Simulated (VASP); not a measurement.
Output of a VASP run:

File OSZICAR:
```
       N       E                     dE             d eps       ncg     rms          rms(c)
DAV:   1     0.484293778463E+02    0.48429E+02   -0.86122E+03   754   0.146E+03
DAV:   2    -0.326913912642E+02   -0.81121E+02   -0.78732E+02   809   0.268E+02
DAV:   3    -0.373270580369E+02   -0.46357E+01   -0.46199E+01   969   0.645E+01
DAV:   4    -0.373827945292E+02   -0.55736E-01   -0.55728E-01   863   0.721E+00
DAV:   5    -0.373839975680E+02   -0.12030E-02   -0.12030E-02   922   0.904E-01    0.518E+00
DAV:   6    -0.348172676968E+02    0.25667E+01   -0.16672E+00   884   0.323E+01    0.476E+00
DAV:   7    -0.347568412085E+02    0.60426E-01   -0.37602E-01   759   0.113E+01    0.276E+00
DAV:   8    -0.348239570619E+02   -0.67116E-01   -0.18915E-01   764   0.398E+00    0.603E-01
DAV:   9    -0.348511108169E+02   -0.27154E-01   -0.10266E-01   774   0.302E+00    0.471E-01
DAV:  10    -0.348775789630E+02   -0.26468E-01   -0.95672E-03   764   0.138E+00    0.174E-01
DAV:  11    -0.348791859548E+02   -0.16070E-02   -0.17339E-03   839   0.583E-01    0.114E-01
DAV:  12    -0.348785230510E+02    0.66290E-03   -0.14987E-03   769   0.474E-01    0.422E-02
DAV:  13    -0.348796655399E+02   -0.11425E-02   -0.63436E-04   754   0.311E-01    0.877E-03
DAV:  14    -0.348796891832E+02   -0.23643E-04   -0.24857E-05   884   0.502E-02    0.819E-03
DAV:  15    -0.348796906732E+02   -0.14900E-05   -0.21812E-06   784   0.194E-02    0.578E-03
DAV:  16    -0.348796966645E+02   -0.59914E-05   -0.18132E-06   849   0.241E-02    0.225E-03
DAV:  17    -0.348796968556E+02   -0.19113E-06   -0.83064E-07   764   0.110E-02    0.182E-03
DAV:  18    -0.348796968710E+02   -0.15388E-07   -0.19473E-08   442   0.216E-03
   1 F= -.34879697E+02 E0= -.34879697E+02  d E =0.000000E+00
       N       E                     dE             ncg
       N       E                     dE             ncg
       N       E                     dE             ncg
```

OUTCAR:
```
------------------------ aborting loop because EDIFF is reached ----------------------------------------
  FORCE on cell =-STRESS in cart. coord.  units (eV):
  Direction    XX          YY          ZZ          XY          YZ          ZX
  --------------------------------------------------------------------------------------
  Total        0.0106810      0.0106810      0.0106810      0.0000000      0.0000000      0.0000000
  in kB        0.3034068      0.3034068      0.3034068      0.0000000      0.0000000      0.0000000
  external PRESSURE =       0.3034068 kB  Pullay stress =       0.0000000 kB
  volume of cell :       56.40
      direct lattice vectors                 reciprocal lattice vectors
     0.000000000  3.043846996  3.043846996    -0.164265813  0.164265813  0.164265813
     3.043846996  0.000000000  3.043846996     0.164265813 -0.164265813  0.164265813
     3.043846996  3.043846996  0.000000000     0.164265813  0.164265813 -0.164265813
 POSITION                                       TOTAL-FORCE (eV/Angst)
 -----------------------------------------------------------------------------------
      0.00000      0.00000      0.00000        -0.000000     -0.000000     -0.000000
      1.52192      1.52192      1.52192         0.000000      0.000000      0.000000
 -----------------------------------------------------------------------------------
    total drift:                                0.000011      0.000011      0.000011
  FREE ENERGIE OF THE ION-ELECTRON SYSTEM (eV)
  ---------------------------------------------------
  free  energy   TOTEN  =       -34.8796968710 eV

  energy  without entropy=      -34.8796968710  energy(sigma->0) =      -34.87969687

 total charge

# of ion       s       p       d       tot
------------------------------------------
    1        0.536   0.437   9.774  10.748
    2        1.345   2.119   0.029   3.494
--------------------------------------------------
tot          1.881   2.557   9.804  14.242
```
(Selected blocks of OUTCAR.)

File POSCAR:
```
ZnTe
1
    0.0000000000     3.0438469963     3.0438469963
    3.0438469963    -0.0000000000     3.0438469963
    3.0438469963     3.0438469963     0.0000000000
Zn Te
1 1
Direct
  0.0000000000   0.0000000000   0.0000000000
  0.2500000000   0.2500000000   0.2500000000
```

### Question
Reconstruct the remaining input files.

### Answer
Several could match; the one computed here: the input of the run itself, r2SCAN+rVV10, plane waves, VASP's PBE PAW potentials (set 64).

### KPOINTS
```
Automatic mesh
0
G
 8 8 8
```

File KPOINTS_OPT:
```
k-points along high-symmetry lines
10
Line-mode
Reciprocal
  0.000000   0.000000   0.000000 ! GAMMA
 -0.500000  -0.500000   0.000000 ! X

 -0.500000  -0.500000   0.000000 ! X
 -0.375000  -0.375000   0.250000 ! U

 -0.375000  -0.000000   0.375000 ! K
  0.000000   0.000000   0.000000 ! GAMMA

  0.000000   0.000000   0.000000 ! GAMMA
 -0.000000  -0.000000   0.500000 ! L

 -0.000000  -0.000000   0.500000 ! L
 -0.500000  -0.250000   0.250000 ! W

 -0.500000  -0.250000   0.250000 ! W
 -0.500000  -0.500000   0.000000 ! X
```

**INCAR**
```
SYSTEM=ZnTe
CPARAM=0.0093
LWAVE=.False.
LREAL=.False.
LUSE_VDW=.True.
ENCUT=520   ! plane-wave cut-off (eV)
LORBIT=11
LMIXTAU=.True.
ALGO=Normal   ! blocked Davidson
NELM=100   ! most electronic steps
EDIFF=1E-7   ! SCF stop (eV)
PREC=Accurate
ISIF=2   ! forces and stress, cell fixed
LCHARG=.False.
LASPH=.True.   ! aspherical one-centre terms
LMAXMIX=4   ! l cut-off of mixed one-centre charges
BPARAM=11.95
ISMEAR=-5   ! tetrahedra, Bloechl
NEDOS=601   ! DOS grid
METAGGA=R2SCAN
```

POTCAR, in this order: Zn Te (PBE.64 set). Program: vasp_std.

The compound is ZnTe in the zinc blende structure. It was relaxed first.
